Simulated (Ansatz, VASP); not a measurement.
One calculation of Nb3N, two programs

```
Nb N
1.0
     2.98290    0.00000    0.00000
     0.00000    2.98290    0.00000
     0.00000    0.00000   19.74469
Nb N
3 1
Cartesian
  1.4915 1.4915 4.0000
  0.0000 0.0000 6.1223
  1.4915 1.4915 8.2447
  1.9886 2.9829 9.2789
```

Alike in both runs: functional PBE; k mesh 9 × 9 × 1; occupations gaussian, width 0.1 eV; no spin polarisation.

Ansatz relaxed the structure, and its values are those at the end. VASP's run is a single point on that final structure, the one shown.

```csv
,VASP,Ansatz
version,VASP 6.6.1,Ansatz 0.2.0
potentials or method,"VASP PAW PBE potentials, release 64 (Nb_sv, N)","scalar-relativistic, plane waves, PAW"
plane-wave cutoff (eV),520,420
valence electrons in the cell,44,44
```

Ansatz gave:

```
gap on the k mesh at the Fermi level (eV) : none
rms of the force components (eV/Å)        : 0.660
```

**Question.** Which values does VASP return?

**Answer.** gap on the k mesh at the Fermi level (eV): none; rms of the force components (eV/Å): 0.659.

A gap of «none» marks a metal or a gap that the smearing closes.
